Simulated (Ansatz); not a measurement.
# Co: magnetism under pressure and tension, part 2 of 3

Aim: scale the cell of Co and follow its moments, with and without spin polarisation. Methods of the runs shown: LAPW and crystal datasets. Companion runs by PAW are cited. Its runs: free moments (LAPW); volume scaled by 0.7 (LAPW and crystal datasets); volume scaled by 0.88 (LAPW); volume scaled by 0.94 (LAPW); volume scaled by 1.12 (LAPW); volume scaled by 1.12, no spin polarisation (LAPW); volume scaled by 1.2 (LAPW).

Ansatz 0.2.0; DFT PBE; a Materials Project cell. «Crystal datasets» are all-electron PAW datasets made for this crystal. The steps go on from the part before.

## (6) Volume scaled by 0.94, LAPW

input.yaml

```yaml
crystal:
  lattice:
    - [2.4365880777, 0.0, 0.0]
    - [-1.2182940388, 2.1101471738, 0.0]
    - [0.0, 0.0, 3.9803419532]
  atoms:
    - { symbol: Co, position: [0.6666666667, 0.3333333333, 0.259861], spin: 2.0 }
    - { symbol: Co, position: [0.3333333333, 0.6666666667, 0.740139], spin: 2.0 }
magnetization:
  spin_polarized: true
kpoints:
  mp_grid: { grid: [15, 15, 8] }
scf:
  occupations: { method: fermi_dirac, width: 0.08 }
  lower_state_search: "off"
hamiltonian:
  xc: pbe
  pseudopotentials: { kind: all_electron, lapw: { basis_error: 0.001 } }
output:
  forces: true
  stress: true
  eigenvalues: false
  populations: true
```

Started as:

```
> ansatz run input.yaml --threads 1 --pin off --max-ram 3072MiB --backend cpu --events-out ev --progress --plain --runs-dir out
```

What it wrote:

```text
settings of this run that can trade accuracy for cost: output.eigenvalues: false. Do not mix this run's numbers with those of runs without the same settings; the input reference describes each key
Co: projections on atomic orbitals take those of the free atom 1s2 2s2 2p6 3s2 3p6 3d7 4s2, of charge +0.00 (hamiltonian.pseudopotentials.projection_atoms)
LAPW: plane waves up to 9.507 Å⁻¹, error target 1.0e-3 eV per atom; small_component_spin mean_spin; Co in spheres of 1.187 Å, 17 of its electrons in bands, Dirac shells []
Engine: ansatz 0.2.0
Pseudopotentials: kind: all_electron
Pseudopotential: Co, LAPW, valence charge 17, Koelling and Harmon's equation, gaussian nucleus
Functional definition: PBE
  parameter kappa = 0.804
  parameter beta = 0.06672455060314922
  exchange = pbe_x(kappa = kappa, mu = beta*pi^2/3)
  correlation = pbe_c(beta = beta)
Crystal: 2 atoms, lattice volume = 20.465 Å³
Basis set: ecut = 344.33244542537057 eV, 313 PW (Γ), exchange–correlation at level 2
Bands: 23, of which v1, the nominal top of the filled ones, is band 17 counted from 1 (16 counted from 0)
Symmetry: 12 space group operations
Space group: P-3m1 (ITA 164), of the structure as read, at distance tolerance 2.7e-5 Å
Magnetic group: BNS 164.85 (UNI 1315), of the structure as read, at distance tolerance 2.7e-5 Å
k-points: 192 of 1800
Non-local potential: Co, projectors of the file, none
Initial density: superposition of atomic densities (chi_scale 0.1, normalization cell)
Starting moments: Σ|m| = 4 μB on 2 of 2 sites
Initial wavefunctions: plane waves of lowest kinetic energy (no species holds an atomic orbital)
Functional: x = pbe(κ = 0.804, μ = 0.2195149727645171), c = pbe(β = 0.06672455060314922)
iter 1 solved again at ethr=2.10e-4 eV; its pass at ethr=1.00e-1 eV (dr2=7.15e-2 eV) is discarded
SCF iter   1: F=—  HF=-75835.070447 eV  |F-HF|=—  |Δ(HF+E_count)|=         —  Δρ=2.02e-2 (↑1.96e-2 ↓2.02e-2)  dr2=7.17e-2  dr2_m=6.13e-2  M=3.267 μB ∫|m|=3.389 μB  β_m=0.30  ethr=2.10e-4  ⟨swp⟩=2.9  Hψ=64386  notcnv=0
preconditioner: auto → none  [metal: Δε(μ)=0.014 eV  Ē_g=10.002 eV  σ=0.080 eV  W_gap=0.04  n_scr=2 (ndim 8)  ℏωp=34.8 eV  f_vac=0.000  D(μ)=1.53/eV (n_scr^D=22)  sad-step TF]
SCF iter   2: F=—  HF=-75835.053398 eV  |F-HF|=—  |Δ(HF+E_count)|=   1.70e-2  Δρ=1.48e-2 (↑1.38e-2 ↓1.48e-2)  dr2=4.72e-2  dr2_m=3.38e-2  M=3.236 μB ∫|m|=3.391 μB  β_m=0.30  ethr=2.10e-4  ⟨swp⟩=2.0  Hψ=25123  notcnv=0
iter 3 solved again at ethr=1.35e-5 eV; its pass at ethr=1.39e-4 eV (dr2=4.59e-3 eV) is discarded
SCF iter   3: F=—  HF=-75835.063106 eV  |F-HF|=—  |Δ(HF+E_count)|=   9.71e-3  Δρ=1.04e-2 (↑9.90e-3 ↓1.04e-2)  dr2=4.58e-3  dr2_m=1.80e-2  M=3.220 μB ∫|m|=3.404 μB  β_m=0.30  ethr=1.35e-5  ⟨swp⟩=2.0  Hψ=42988  notcnv=0
SCF iter   4: F=—  HF=-75835.077162 eV  |F-HF|=—  |Δ(HF+E_count)|=   1.41e-2  Δρ=7.45e-3 (↑7.19e-3 ↓7.45e-3)  dr2=1.10e-3  dr2_m=9.66e-3  M=3.207 μB ∫|m|=3.415 μB  β_m=0.30  ethr=1.35e-5  ⟨swp⟩=2.0  Hψ=24493  notcnv=0
SCF iter   5: F=—  HF=-75835.085496 eV  |F-HF|=—  |Δ(HF+E_count)|=         —  Δρ=5.26e-3 (↑5.25e-3 ↓5.26e-3)  dr2=8.18e-6  dr2_m=5.17e-3  M=3.198 μB ∫|m|=3.424 μB  β_m=0.30  ethr=3.24e-6  ⟨swp⟩=2.8  Hψ=24926  notcnv=0
the basis was enlarged: its passes take 154.1 KiB over the memory plan, 2 of 2 planned eigensolver slots
SCF iter   6: F=—  HF=-75835.090276 eV  |F-HF|=—  |Δ(HF+E_count)|=   4.78e-3  Δρ=3.86e-3 (↑3.85e-3 ↓3.86e-3)  dr2=3.49e-6  dr2_m=2.78e-3  M=3.191 μB ∫|m|=3.432 μB  β_m=0.30  ethr=2.41e-8  ⟨swp⟩=3.6  Hψ=28481  notcnv=0
SCF iter   7: F=—  HF=-75835.093056 eV  |F-HF|=—  |Δ(HF+E_count)|=   2.78e-3  Δρ=2.82e-3 (↑2.82e-3 ↓2.82e-3)  dr2=3.61e-7  dr2_m=1.49e-3  M=3.186 μB ∫|m|=3.438 μB  β_m=0.30  ethr=1.03e-8  ⟨swp⟩=3.8  Hψ=28722  notcnv=0
Mixer restart at iter 7: flushing history
spin-set hold released at iteration 7 (site moments contracting): the magnetisation degrees of freedom join the quasi-Newton model from the next iteration; the mixer history was flushed
SCF iter   8: F=—  HF=-75835.094689 eV  |F-HF|=—  |Δ(HF+E_count)|=   1.63e-3  Δρ=2.07e-3 (↑2.07e-3 ↓2.06e-3)  dr2=1.59e-7  dr2_m=8.01e-4  M=3.183 μB ∫|m|=3.444 μB  β_m=0.65  ethr=1.06e-9  ⟨swp⟩=4.0  Hψ=32294  notcnv=0
SCF iter   9: F=—  HF=-75835.097015 eV  |F-HF|=—  |Δ(HF+E_count)|=   2.33e-3  Δρ=2.46e-4 (↑1.94e-4 ↓2.46e-4)  dr2=3.18e-7  dr2_m=9.01e-6  M=3.176 μB ∫|m|=3.464 μB  β_m=0.82  ethr=4.69e-10  ⟨swp⟩=4.6  Hψ=36037  notcnv=0
SCF iter  10: F=—  HF=-75835.097238 eV  |F-HF|=—  |Δ(HF+E_count)|=   2.22e-4  Δρ=2.17e-4 (↑2.17e-4 ↓1.86e-4)  dr2=1.59e-5  dr2_m=5.26e-8  M=3.179 μB ∫|m|=3.473 μB  β_m=0.54  ethr=4.69e-10  ⟨swp⟩=4.0  Hψ=33682  notcnv=0
SCF iter  11: F=—  HF=-75835.097103 eV  |F-HF|=—  |Δ(HF+E_count)|=   1.34e-4  Δρ=1.69e-5 (↑1.52e-5 ↓1.69e-5)  dr2=1.49e-7  dr2_m=3.01e-8  M=3.180 μB ∫|m|=3.475 μB  β_m=0.53  ethr=4.69e-10  ⟨swp⟩=3.7  Hψ=31887  notcnv=0
iter 12 did not close the SCF: its close was put off for a magnetic moment that had not settled (scf_convergence_deferred on its scf_iter line)
SCF iter  12: F=-75835.097103 eV  HF=-75835.097103 eV  |F-HF|=1.43e-9  |Δ(HF+E_count)|=   6.11e-8  Δρ=7.92e-6 (↑7.92e-6 ↓6.75e-6)  dr2=3.90e-8  dr2_m=7.09e-9  M=3.180 μB ∫|m|=3.475 μB  β_m=0.50  ethr=4.39e-10  ⟨swp⟩=3.0  Hψ=25480  notcnv=0
SCF iter  13: F=-75835.097103 eV  HF=-75835.097103 eV  |F-HF|=1.55e-8  |Δ(HF+E_count)|=   1.33e-8  Δρ=4.37e-6 (↑4.37e-6 ↓4.09e-6)  dr2=1.36e-9  dr2_m=3.10e-9  M=3.180 μB ∫|m|=3.475 μB  ethr=1.15e-10  ⟨swp⟩=2.3  Hψ=24594  notcnv=0
SCF 1 converged in 13 iterations: F = -75835.097103 eV  dr2 = 1.36e-9
SCF converged after 13 iterations
Magnetization: 3.1797 μB (18.5898 up, 15.4102 down)
Absolute magnetization: 3.4748 μB (∫|ρ↑−ρ↓|)
Spin contamination: 0.0489 ħ² per cell (⟨S²⟩ above its minimum at these occupations)
Per-site moments (μB) at R_I (Å): [(1.647010417269641, 1.1867467870194748), (1.647010417269641, 1.1867467870194748)]
Free energy (F): -75835.097103 eV
Harris-Foulkes:  -75835.097103 eV  (|F-HF|=1.55e-8)
Internal energy: -75835.061976 eV  (E = F + TS)
E sigma→0 (E₀):  -75835.079540 eV
Entropy (-TS):   -0.035127 eV (-17.563 meV/atom)
Fermi energy:    20.476838 eV
--- Per-component energies (eV) ---
  E_band       = -430.688507
  E_kinetic    = 76969.286471
  E_xc         = -3250.968450
  E_electrostatic = -149553.379996  (all electrons and nuclei)
  E_smearing   = -0.035127  (= −TS)
  E_closure    = 0.000000  (closes the sum)
  E_atoms      = -75818.578525  (free atoms, spherical and without spin; not in F)
  Σ components = -75835.097103   (vs F -75835.097103, Δ=0.00e0)
  Basis errors (estimates in eV, not in F): energy 2.7e-4 per atom: plane waves 2.2e-4 (1.1e-4 summed), levels above the bands 6.2e-58, relativity 3.6e-8, radial functions 5.1e-5, core shells 3.8e-9; eigenvalues (radial functions only) 7.4e-7; not estimated: angular momenta, meshes, grids; target (lapw.basis_error) 1.0e-3; muffin-tin radii Co 1.187 Å
--- Forces (eV/Å), atoms counted from 1 ---
  atom   1  Co    -0.00000000    -0.00000000    -0.72567220
  atom   2  Co     0.00000000     0.00000000     0.72567220
  max |Σ_I F_I| component: 9.25e-18 eV/Å
--- Stress (GPa, compression-positive) ---
       16.978955       0.000000       0.000000
        0.000000      16.978955       0.000000
        0.000000       0.000000      14.276358
  P = ⅓ Tr σ = 16.0781 GPa (160.781 kbar)
--- Löwdin populations: 2 sites ---
  site symbol       q [e]    m [muB]
     0     Co     26.7896     1.6498
     1     Co     26.7896     1.6498
  spilling = 0.007794 (of n_electrons = 54.000000)
settings of this run that can trade accuracy for cost: output.eigenvalues: false. Do not mix this run's numbers with those of runs without the same settings; the input reference describes each key
```

Run time: 1.7 min. Hardware: 1 thread of Arm Neoverse V2, shared host; peak memory 0.78 GiB.

In short: total moment 3.18 μB; site moments Co1 1.65, Co2 1.65 μB; pressure 16.08 GPa.

## (7) Volume scaled by 1.12, LAPW

input.yaml: that of step 6 with these lines changed.

```diff
@@ -2,5 +2,5 @@
   lattice:
-    - [2.4365880777, 0.0, 0.0]
-    - [-1.2182940388, 2.1101471738, 0.0]
-    - [0.0, 0.0, 3.9803419532]
+    - [2.5831254873, 0.0, 0.0]
+    - [-1.2915627436, 2.2370522931, 0.0]
+    - [0.0, 0.0, 4.2197213561]
   atoms:
```

Started as:

```
> ansatz run input.yaml --threads 1 --pin off --max-ram 3072MiB --backend cpu --events-out ev --progress --plain --runs-dir out
```

What it wrote:

```text
settings of this run that can trade accuracy for cost: output.eigenvalues: false. Do not mix this run's numbers with those of runs without the same settings; the input reference describes each key
Co: projections on atomic orbitals take those of the free atom 1s2 2s2 2p6 3s2 3p6 3d7 4s2, of charge +0.00 (hamiltonian.pseudopotentials.projection_atoms)
LAPW: plane waves up to 8.881 Å⁻¹, error target 1.0e-3 eV per atom; small_component_spin mean_spin; Co in spheres of 1.258 Å, 17 of its electrons in bands, Dirac shells []
Engine: ansatz 0.2.0
Pseudopotentials: kind: all_electron
Pseudopotential: Co, LAPW, valence charge 17, Koelling and Harmon's equation, gaussian nucleus
Functional definition: PBE
  parameter kappa = 0.804
  parameter beta = 0.06672455060314922
  exchange = pbe_x(kappa = kappa, mu = beta*pi^2/3)
  correlation = pbe_c(beta = beta)
Crystal: 2 atoms, lattice volume = 24.384 Å³
Basis set: ecut = 300.51477309753636 eV, 287 PW (Γ), exchange–correlation at level 2
Bands: 23, of which v1, the nominal top of the filled ones, is band 17 counted from 1 (16 counted from 0)
Symmetry: 12 space group operations
Space group: P-3m1 (ITA 164), of the structure as read, at distance tolerance 2.9e-5 Å
Magnetic group: BNS 164.85 (UNI 1315), of the structure as read, at distance tolerance 2.9e-5 Å
k-points: 192 of 1800
Non-local potential: Co, projectors of the file, none
Initial density: superposition of atomic densities (chi_scale 0.1, normalization cell)
Starting moments: Σ|m| = 4 μB on 2 of 2 sites
Initial wavefunctions: plane waves of lowest kinetic energy (no species holds an atomic orbital)
Functional: x = pbe(κ = 0.804, μ = 0.2195149727645171), c = pbe(β = 0.06672455060314922)
iter 1 solved again at ethr=1.74e-4 eV; its pass at ethr=1.00e-1 eV (dr2=5.90e-2 eV) is discarded
SCF iter   1: F=—  HF=-75834.924189 eV  |F-HF|=—  |Δ(HF+E_count)|=         —  Δρ=1.38e-2 (↑1.25e-2 ↓1.38e-2)  dr2=5.91e-2  dr2_m=3.23e-2  M=3.420 μB ∫|m|=3.588 μB  β_m=0.30  ethr=1.74e-4  ⟨swp⟩=2.9  Hψ=64261  notcnv=0
preconditioner: auto → none  [metal: Δε(μ)=0.002 eV  Ē_g=8.616 eV  σ=0.080 eV  W_gap=0.01  n_scr=8 (ndim 8)  ℏωp=31.9 eV  f_vac=0.000  D(μ)=1.99/eV (n_scr^D=22)  sad-step TF]
SCF iter   2: F=—  HF=-75834.952070 eV  |F-HF|=—  |Δ(HF+E_count)|=   2.79e-2  Δρ=1.04e-2 (↑9.43e-3 ↓1.04e-2)  dr2=3.99e-2  dr2_m=1.86e-2  M=3.386 μB ∫|m|=3.600 μB  β_m=0.30  ethr=1.74e-4  ⟨swp⟩=2.0  Hψ=24587  notcnv=0
iter 3 solved again at ethr=9.65e-6 eV; its pass at ethr=1.17e-4 eV (dr2=3.28e-3 eV) is discarded
SCF iter   3: F=—  HF=-75834.964404 eV  |F-HF|=—  |Δ(HF+E_count)|=   1.23e-2  Δρ=7.19e-3 (↑6.55e-3 ↓7.19e-3)  dr2=3.27e-3  dr2_m=9.68e-3  M=3.379 μB ∫|m|=3.629 μB  β_m=0.30  ethr=9.65e-6  ⟨swp⟩=2.0  Hψ=43066  notcnv=0
SCF iter   4: F=—  HF=-75834.977900 eV  |F-HF|=—  |Δ(HF+E_count)|=   1.35e-2  Δρ=5.13e-3 (↑4.75e-3 ↓5.13e-3)  dr2=8.11e-4  dr2_m=5.20e-3  M=3.370 μB ∫|m|=3.650 μB  β_m=0.30  ethr=9.63e-6  ⟨swp⟩=2.4  Hψ=24733  notcnv=0
SCF iter   5: F=—  HF=-75834.986270 eV  |F-HF|=—  |Δ(HF+E_count)|=   8.37e-3  Δρ=3.54e-3 (↑3.50e-3 ↓3.54e-3)  dr2=9.71e-6  dr2_m=2.76e-3  M=3.366 μB ∫|m|=3.670 μB  β_m=0.30  ethr=2.38e-6  ⟨swp⟩=2.9  Hψ=25298  notcnv=0
SCF iter   6: F=—  HF=-75834.991279 eV  |F-HF|=—  |Δ(HF+E_count)|=         —  Δρ=2.59e-3 (↑2.56e-3 ↓2.59e-3)  dr2=3.40e-6  dr2_m=1.48e-3  M=3.363 μB ∫|m|=3.685 μB  β_m=0.30  ethr=2.86e-8  ⟨swp⟩=3.7  Hψ=28741  notcnv=0
Mixer restart at iter 6: flushing history
the basis was enlarged: its passes take 289.5 KiB over the memory plan, 2 of 2 planned eigensolver slots
spin-set hold released at iteration 6 (site moments contracting): the magnetisation degrees of freedom join the quasi-Newton model from the next iteration; the mixer history was flushed
SCF iter   7: F=—  HF=-75834.994349 eV  |F-HF|=—  |Δ(HF+E_count)|=   3.07e-3  Δρ=1.91e-3 (↑1.88e-3 ↓1.91e-3)  dr2=2.23e-6  dr2_m=8.02e-4  M=3.361 μB ∫|m|=3.698 μB  β_m=0.42  ethr=9.99e-9  ⟨swp⟩=3.9  Hψ=29154  notcnv=0
SCF iter   8: F=—  HF=-75834.999050 eV  |F-HF|=—  |Δ(HF+E_count)|=   4.70e-3  Δρ=4.47e-4 (↑3.91e-4 ↓4.47e-4)  dr2=8.48e-7  dr2_m=3.89e-5  M=3.359 μB ∫|m|=3.738 μB  β_m=0.79  ethr=6.56e-9  ⟨swp⟩=4.0  Hψ=33625  notcnv=0
SCF iter   9: F=—  HF=-75834.999589 eV  |F-HF|=—  |Δ(HF+E_count)|=   5.39e-4  Δρ=1.16e-4 (↑7.71e-5 ↓1.16e-4)  dr2=6.85e-6  dr2_m=1.21e-7  M=3.361 μB ∫|m|=3.759 μB  β_m=0.52  ethr=2.49e-9  ⟨swp⟩=4.0  Hψ=32761  notcnv=0
SCF iter  10: F=—  HF=-75834.999567 eV  |F-HF|=—  |Δ(HF+E_count)|=   2.25e-5  Δρ=9.27e-5 (↑8.16e-5 ↓9.27e-5)  dr2=2.28e-6  dr2_m=7.19e-7  M=3.362 μB ∫|m|=3.761 μB  β_m=0.38  ethr=2.49e-9  ⟨swp⟩=3.0  Hψ=28374  notcnv=0
SCF iter  11: F=—  HF=-75834.999552 eV  |F-HF|=—  |Δ(HF+E_count)|=   1.46e-5  Δρ=3.90e-5 (↑3.78e-5 ↓3.90e-5)  dr2=5.08e-7  dr2_m=1.51e-7  M=3.362 μB ∫|m|=3.760 μB  β_m=0.50  ethr=2.49e-9  ⟨swp⟩=3.0  Hψ=26430  notcnv=0
SCF iter  12: F=—  HF=-75834.999550 eV  |F-HF|=—  |Δ(HF+E_count)|=   2.54e-6  Δρ=1.11e-5 (↑9.96e-6 ↓1.11e-5)  dr2=3.38e-8  dr2_m=1.42e-8  M=3.362 μB ∫|m|=3.760 μB  β_m=0.75  ethr=1.49e-9  ⟨swp⟩=2.5  Hψ=25065  notcnv=0
SCF iter  13: F=-75834.999550 eV  HF=-75834.999550 eV  |F-HF|=5.70e-9  |Δ(HF+E_count)|=   1.85e-7  Δρ=1.61e-6 (↑8.53e-7 ↓1.61e-6)  dr2=1.20e-9  dr2_m=9.52e-11  M=3.362 μB ∫|m|=3.760 μB  ethr=9.93e-11  ⟨swp⟩=3.0  Hψ=27726  notcnv=0
SCF 1 converged in 13 iterations: F = -75834.999550 eV  dr2 = 1.20e-9
SCF converged after 13 iterations
Magnetization: 3.3618 μB (18.6809 up, 15.3191 down)
Absolute magnetization: 3.7597 μB (∫|ρ↑−ρ↓|)
Spin contamination: 0.0738 ħ² per cell (⟨S²⟩ above its minimum at these occupations)
Per-site moments (μB) at R_I (Å): [(1.7518830762762807, 1.258118227112498), (1.7518830762762807, 1.258118227112498)]
Free energy (F): -75834.999550 eV
Harris-Foulkes:  -75834.999550 eV  (|F-HF|=5.70e-9)
Internal energy: -75834.960863 eV  (E = F + TS)
E sigma→0 (E₀):  -75834.980206 eV
Entropy (-TS):   -0.038687 eV (-19.343 meV/atom)
Fermi energy:    16.614452 eV
--- Per-component energies (eV) ---
  E_band       = -555.438245
  E_kinetic    = 76954.878224
  E_xc         = -3247.663126
  E_electrostatic = -149542.175961  (all electrons and nuclei)
  E_smearing   = -0.038687  (= −TS)
  E_closure    = 0.000000  (closes the sum)
  E_atoms      = -75818.578525  (free atoms, spherical and without spin; not in F)
  Σ components = -75834.999550   (vs F -75834.999550, Δ=0.00e0)
  Basis errors (estimates in eV, not in F): energy 2.8e-4 per atom: plane waves 2.2e-4 (1.1e-4 summed), levels above the bands 8.7e-48, relativity 1.1e-8, radial functions 6.8e-5, core shells 7.2e-10; eigenvalues (radial functions only) 6.1e-7; not estimated: angular momenta, meshes, grids; target (lapw.basis_error) 1.0e-3; muffin-tin radii Co 1.258 Å
--- Forces (eV/Å), atoms counted from 1 ---
  atom   1  Co     0.00000000     0.00000000    -0.21133503
  atom   2  Co    -0.00000000     0.00000000     0.21133503
  max |Σ_I F_I| component: 9.25e-18 eV/Å
--- Stress (GPa, compression-positive) ---
      -18.238422       0.000000      -0.000000
        0.000000     -18.238422       0.000000
       -0.000000       0.000000     -18.524505
  P = ⅓ Tr σ = -18.3338 GPa (-183.338 kbar)
--- Löwdin populations: 2 sites ---
  site symbol       q [e]    m [muB]
     0     Co     26.7789     1.7573
     1     Co     26.7789     1.7573
  spilling = 0.008187 (of n_electrons = 54.000000)
settings of this run that can trade accuracy for cost: output.eigenvalues: false. Do not mix this run's numbers with those of runs without the same settings; the input reference describes each key
```

Run time: 92 s. Hardware: 1 thread of Arm Neoverse V2, shared host; peak memory 0.78 GiB.

Read from it: total moment 3.36 μB; site moments Co1 1.75, Co2 1.75 μB; pressure -18.33 GPa.

## (8) Volume scaled by 1.12, no spin polarisation, LAPW

input.yaml

```yaml
crystal:
  lattice:
    - [2.5831254873, 0.0, 0.0]
    - [-1.2915627436, 2.2370522931, 0.0]
    - [0.0, 0.0, 4.2197213561]
  atoms:
    - { symbol: Co, position: [0.6666666667, 0.3333333333, 0.259861] }
    - { symbol: Co, position: [0.3333333333, 0.6666666667, 0.740139] }
kpoints:
  mp_grid: { grid: [15, 15, 8] }
scf:
  occupations: { method: fermi_dirac, width: 0.08 }
  lower_state_search: "off"
hamiltonian:
  xc: pbe
  pseudopotentials: { kind: all_electron, lapw: { basis_error: 0.001 } }
output:
  forces: true
  stress: true
  eigenvalues: false
```

Started as:

```
> ansatz run input.yaml --threads 1 --pin off --max-ram 3072MiB --backend cpu --events-out ev --progress --plain --runs-dir out
```

What it wrote, cut to the lines that bear on the results:

```text
settings of this run that can trade accuracy for cost: output.eigenvalues: false. Do not mix this run's numbers with those of runs without the same settings; the input reference describes each key
LAPW: plane waves up to 8.881 Å⁻¹, error target 1.0e-3 eV per atom; small_component_spin mean_spin; Co in spheres of 1.258 Å, 17 of its electrons in bands, Dirac shells []
[...]
Pseudopotentials: kind: all_electron
[...]
  atom   2  Co     0.00000000    -0.00000000     0.28807925
[...]
--- Stress (GPa, compression-positive) ---
      -26.573129       0.000000      -0.000000
        0.000000     -26.573129       0.000000
       -0.000000       0.000000     -28.850192
  P = ⅓ Tr σ = -27.3321 GPa (-273.321 kbar)
settings of this run that can trade accuracy for cost: output.eigenvalues: false. Do not mix this run's numbers with those of runs without the same settings; the input reference describes each key
```

It took 25 s on 1 thread of Arm Neoverse V2, shared host; peak memory 0.51 GiB.

Result: pressure -27.33 GPa.

(Part 2 of 3 ends here.)
